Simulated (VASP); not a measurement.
# NaH (Fm-3m) in VASP: single point with LDA

Aim: the single point of NaH with LDA.

All numbers are computed with VASP 6.6.1; they aren't measurements. Logs are shortened: lines on timing, memory, paths and dates and some standing lists are left out, and cuts for length are marked.

### Step 1. Starting point

Symmetry: Fm-3m, No. 225, cubic system. Conventional cell: a = 4.880 Å, b = 4.880 Å, c = 4.880 Å, α = 90.00°, β = 90.00°, γ = 90.00°. Around Na (site symmetry m-3m) lie 6 H at 2.44 Å. H (site symmetry m-3m) is surrounded by 6 Na at 2.44 Å.

### Step 2. Single point, LDA

INCAR reads:

```
ALGO = Fast
EDIFF = 1E-7
ENCUT = 520
GGA = CA
ISIF = 2
ISMEAR = 0
LASPH = True
LCHARG = False
LREAL = False
LWAVE = False
NBANDS = 11
NELM = 100
PREC = Accurate
SIGMA = 0.05
```

KPOINTS reads:

```
k-points
0
Gamma
  8 8 8
```

POSCAR reads:

```
NaH
1.0
    0.0000000000      2.4400000000      2.4400000000
    2.4400000000      0.0000000000      2.4400000000
    2.4400000000      2.4400000000      0.0000000000
Na H
1 1
Direct
    0.0000000000      0.0000000000      0.0000000000
    0.5000000000      0.5000000000      0.5000000000
```

Potentials or basis: VASP PAW LDA potentials, release 64 (Na_pv, H).

Command:

```
> cat potpaw_LDA.64/Na_pv/POTCAR potpaw_LDA.64/H/POTCAR > POTCAR
> mpirun -np 1 vasp_std > vasp.out
```

OUTCAR:

```text
EDIFF = 1E-7
   ENCUT = 520
   GGA = CA
   ISIF = 2
   ISMEAR = 0
   LASPH = True
   LREAL = False
   NELM = 100
   PREC = Accurate

 ion  position               nearest neighbor table
   1  0.000  0.000  0.000-
   2  0.500  0.500  0.500-

  LATTYP: Found a face centered cubic cell.
 ALAT       =     4.8800000000

  Lattice vectors:

 A1 = (   0.0000000000,   2.4400000000,   2.4400000000)
 A2 = (   2.4400000000,   0.0000000000,   2.4400000000)
 A3 = (   2.4400000000,   2.4400000000,   0.0000000000)

Analysis of symmetry for initial positions (statically):
=====================================================================
 Subroutine PRICEL returns:
 Original cell was already a primitive cell.

 Routine SETGRP: Setting up the symmetry group for a
 face centered cubic supercell.

 Subroutine GETGRP returns: Found 48 space group operations
 (whereof 48 operations were pure point group operations)
 out of a pool of 48 trial point group operations.

The static configuration has the point symmetry O_h .

Analysis of symmetry for dynamics (positions and initial velocities):
=====================================================================
 Subroutine PRICEL returns:
 Original cell was already a primitive cell.

 Routine SETGRP: Setting up the symmetry group for a
 face centered cubic supercell.

 Subroutine GETGRP returns: Found 48 space group operations
 (whereof 48 operations were pure point group operations)
 out of a pool of 48 trial point group operations.

The dynamic configuration has the point symmetry O_h .

 Subroutine INISYM returns: Found 48 space group operations
 (whereof 48 operations are pure point group operations),
 and found     1 'primitive' translations

----------------------------------------------------------------------------------------

                                     Primitive cell

  volume of cell :      29.0536

  direct lattice vectors                    reciprocal lattice vectors
     0.000000000  2.440000000  2.440000000    -0.204918033  0.204918033  0.204918033
     2.440000000  0.000000000  2.440000000     0.204918033 -0.204918033  0.204918033
     2.440000000  2.440000000  0.000000000     0.204918033  0.204918033 -0.204918033

  length of vectors
     3.450681092  3.450681092  3.450681092     0.354928444  0.354928444  0.354928444

  position of ions in fractional coordinates (direct lattice)
     0.000000000  0.000000000  0.000000000
     0.500000000  0.500000000  0.500000000

  ion indices of the primitive-cell ions
   primitive index   ion index
                 1           1
                 2           2

----------------------------------------------------------------------------------------

 KPOINTS: k-points

Automatic generation of k-mesh.
 Grid dimensions read from file:
 generate k-points for:    8    8    8

 Generating k-lattice:

  Cartesian coordinates                     Fractional coordinates (reciprocal lattice)
    -0.025614754  0.025614754  0.025614754     0.125000000  0.000000000  0.000000000
     0.025614754 -0.025614754  0.025614754     0.000000000  0.125000000  0.000000000
     0.025614754  0.025614754 -0.025614754     0.000000000  0.000000000  0.125000000

  Length of vectors
     0.044366056  0.044366056  0.044366056

  Shift w.r.t. Gamma in fractional coordinates (k-lattice)
     0.000000000  0.000000000  0.000000000

 Subroutine IBZKPT returns following result:
 ===========================================

 Found     29 irreducible k-points:

 Following reciprocal coordinates:
            Coordinates               Weight
  0.000000  0.000000  0.000000      1.000000
  0.125000  0.000000  0.000000      8.000000
  0.250000  0.000000  0.000000      8.000000
  0.375000  0.000000  0.000000      8.000000
  0.500000  0.000000  0.000000      4.000000
  0.125000  0.125000  0.000000      6.000000
[... 16 lines left out ...]
  0.500000  0.250000  0.125000     48.000000
 -0.375000  0.250000  0.125000     24.000000
 [... further k-points ...]
   k-points           NKPTS =     29   k-points in BZ     NKDIM =     29   number of bands    NBANDS=     11
   number of dos      NEDOS =    301   number of ions     NIONS =      2
   total plane-waves  NPLWV =  21952
   dimension x,y,z NGX =    28 NGY =   28 NGZ =   28
   dimension x,y,z NGXF=    56 NGYF=   56 NGZF=   56
   ions per type =               1   1
   NGX,Y,Z   is equivalent  to a cutoff of  13.49, 13.49, 13.49 a.u.
   NGXF,Y,Z  is equivalent  to a cutoff of  26.98, 26.98, 26.98 a.u.
 SYSTEM =  unknown system
   PREC   = accura    normal or accurate (medium, high low for compatibility)
   ISTART =      0    job   : 0-new  1-cont  2-samecut
   ICHARG =      2    charge: 1-file 2-atom 10-const
   ISPIN  =      1    spin polarized calculation?
   LNONCOLLINEAR =      F non collinear calculations
   LSORBIT =      F    spin-orbit coupling
   LASPH  =      T    aspherical Exc in radial PAW
   ENCUT  =  520.0 eV  38.22 Ry    6.18 a.u.   6.42  6.42  6.42*2*pi/ulx,y,z
   NELM   =    100;   NELMIN=  2; NELMDL= -5     # of ELM steps
   EDIFF  = 0.1E-06   stopping-criterion for ELM
   LREAL  =      F    real-space projection
   EDIFFG = 0.1E-05   stopping-criterion for IOM
   NSW    =      0    number of steps for IOM
   IBRION =     -1    ionic relax: 0-MD 1-quasi-New 2-CG
   NFREE  =      0    steps in history (QN), initial steepest desc. (CG)
   ISIF   =      2    stress and relaxation
   ISYM   =      2    0-nonsym 1-usesym 2-fastsym
   POTIM  = 0.5000    time-step for ionic-motion
   TEBEG  =    0.0;   TEEND  =   0.0 temperature during run
   PSTRESS=    0.0 pullay stress
   NELECT =       8.0000    total number of electrons
   NUPDOWN=      -1.0000    fix difference up-down
   EMIN   =  10.00;   EMAX   =-10.00  energy-range for DOS
   EFERMI =   0.00;   METHOD = LEGACY
   ISMEAR =     0;   SIGMA  =   0.05  broadening in eV -4-tet -1-fermi 0-gaus
   EFERMI_NEDOS =   21; number of points for ismear=-14 and -15
   IALGO  =     68    algorithm
   IMIX   =      4    mixing-type and parameters
     AMIX     =   0.40;   BMIX     =  1.00
     AMIX_MAG =   1.60;   BMIX_MAG =  1.00
  volume/ion in A,a.u.               =      14.53        98.03
  Fermi-wavevector in a.u.,A,eV,Ry     =   1.065054  2.012660 15.433636  1.134340
  Thomas-Fermi vector in A             =   2.200593
   LORBIT       =      0    0 simple, 1 ext, 2 COOP (PROOUT), +10 PAW based schemes
   GGA     = CA    functional components
   LHFCALC =     F    Hartree Fock is set to
   AEXX    =    0.0000 exact exchange contribution
   IVDW    =     0    specifies the selected vdW correction
   LEPSILON=     F    determine dielectric tensor
   LRPA    =     F    only Hartree local field effects (RPA)
 non-spin polarized calculation
 RMM-DIIS sequential band-by-band and
 Gauss-broadening in eV      SIGMA  =   0.05
  energy-cutoff  :      520.00
  volume of cell :       29.05
 maximum number of plane-waves:       817
 NGX is ok and might be reduce to    28
   NGX = 13   NGY = 13   NGZ = 13

 number of electron       7.9999996 magnetization

 Free energy of the ion-electron system (eV)
  ---------------------------------------------------
  ext. energy  EPLUGINS =         0.00000000
  ---------------------------------------------------
  free energy    TOTEN  =        -5.37963566 eV

  energy without entropy =       -5.37963566  energy(sigma->0) =       -5.37963566

 E-fermi :  -0.9705     XC(G=0):  -8.1303

 val. band max:       -1.3068353721   @ k =  -0.2500   0.5000   0.2500
 cond. band min:       2.0564125297   @ k =   0.5000   0.0000   0.0000
 fundamental gap:      3.3632479018
 Fermi energy:        -0.9705215315

 k-point     1 :       0.0000    0.0000    0.0000
  band No.  band energies     occupation
      1     -23.5313      2.00000
      2     -23.5313      2.00000
      3     -23.5313      2.00000
      4      -5.0121      2.00000
      5       8.8227      0.00000
      6      13.6707      0.00000
      7      13.6707      0.00000
      8      13.6707      0.00000
      9      14.5797      0.00000
     10      14.5797      0.00000
     11      14.5797      0.00000

 k-point     2 :       0.1250    0.0000    0.0000
  band No.  band energies     occupation
      1     -23.5445      2.00000
      2     -23.5329      2.00000
      3     -23.5329      2.00000
      4      -4.7448      2.00000
      5       7.9242      0.00000
      6      11.1563      0.00000
      7      12.9017      0.00000
      8      12.9017      0.00000
      9      15.5551      0.00000
     10      15.5551      0.00000
     11      15.7018      0.00000

 k-point     3 :       0.2500    0.0000    0.0000
  band No.  band energies     occupation
      1     -23.5759      2.00000
      2     -23.5367      2.00000
      3     -23.5367      2.00000
      4      -3.9818      2.00000
      5       5.5703      0.00000
      6       9.7771      0.00000
      7      12.1552      0.00000
      8      12.1552      0.00000
      9      15.4418      0.00000
     10      15.4418      0.00000
     11      16.8069      0.00000

 k-point     4 :       0.3750    0.0000    0.0000
  band No.  band energies     occupation
      1     -23.6069      2.00000
      2     -23.5405      2.00000
      3     -23.5405      2.00000
      4      -2.8980      2.00000
      5       3.2010      0.00000
      6       9.2306      0.00000
      7      11.7241      0.00000
      8      11.7241      0.00000
      9      14.6152      0.00000
     10      14.6152      0.00000
     11      16.9761      0.00000
[... 239 lines left out ...]
 k-point    22 :       0.3750    0.2500    0.1250
  band No.  band energies     occupation
      1     -23.5831      2.00000
      2     -23.5522      2.00000
      3     -23.5418      2.00000
      4      -3.3615      2.00000
      5       5.2390      0.00000
      6       7.4558      0.00000
      7      10.3935      0.00000
      8      13.2131      0.00000
      9      13.4874      0.00000
     10      16.0045      0.00000
     11      18.5261      0.00000

 k-point    23 :       0.5000    0.2500    0.1250
  band No.  band energies     occupation
      1     -23.5993      2.00000
      2     -23.5613      2.00000
      3     -23.5466      2.00000
      4      -2.3954      2.00000
      5       3.7145      0.00000
      6       6.3496      0.00000
      7       9.5156      0.00000
      8      13.0665      0.00000
      9      14.3606      0.00000
     10      16.2870      0.00000
     11      18.3729      0.00000

 k-point    24 :      -0.3750    0.2500    0.1250
  band No.  band energies     occupation
      1     -23.6063      2.00000
      2     -23.5641      2.00000
      3     -23.5492      2.00000
      4      -1.8184      2.00000
      5       2.8273      0.00000
      6       6.1109      0.00000
      7       9.1576      0.00000
      8      13.0094      0.00000
      9      14.2059      0.00000
     10      17.3535      0.00000
     11      19.4304      0.00000

 [... further k-points ...]

------------------------ aborting loop because EDIFF is reached ----------------------------------------

  FORCE on cell =-STRESS in cart. coord.  units (eV):
  Direction    XX          YY          ZZ          XY          YZ          ZX
  --------------------------------------------------------------------------------------
  -------------------------------------------------------------------------------------
  Total       -0.4834211     -0.4834211     -0.4834211      0.0000000     -0.0000000      0.0000000
  in kB      -26.6585588    -26.6585588    -26.6585588      0.0000000     -0.0000000      0.0000000
  external PRESSURE =     -26.6585588 kB  Pullay stress =       0.0000000 kB

 VOLUME and BASIS-vectors are now :
 -----------------------------------------------------------------------------
  energy-cutoff  :      520.00
  volume of cell :       29.05
      direct lattice vectors                 reciprocal lattice vectors
     0.000000000  2.440000000  2.440000000    -0.204918033  0.204918033  0.204918033
     2.440000000  0.000000000  2.440000000     0.204918033 -0.204918033  0.204918033
     2.440000000  2.440000000  0.000000000     0.204918033  0.204918033 -0.204918033

 POSITION                                       TOTAL-FORCE (eV/Angst)
 -----------------------------------------------------------------------------------
      0.00000      0.00000      0.00000        -0.000000      0.000000     -0.000000
      2.44000      2.44000      2.44000         0.000000     -0.000000      0.000000
 -----------------------------------------------------------------------------------
    total drift:                               -0.000000     -0.000000     -0.000000

  FREE ENERGIE OF THE ION-ELECTRON SYSTEM (eV)
  ---------------------------------------------------
  free  energy   TOTEN  =        -5.3796356560 eV

  energy  without entropy=       -5.3796356560  energy(sigma->0) =       -5.37963566
```

It took 12 s on 1 thread of Intel Xeon 6975P-C (Granite Rapids), shared host; peak memory 0.12 GiB.

Results:

- Free energy: -5.3796 eV
- Pressure: -2.7 GPa
- Band gap on the k mesh: 3.36 eV, indirect (least direct gap 4.26 eV)
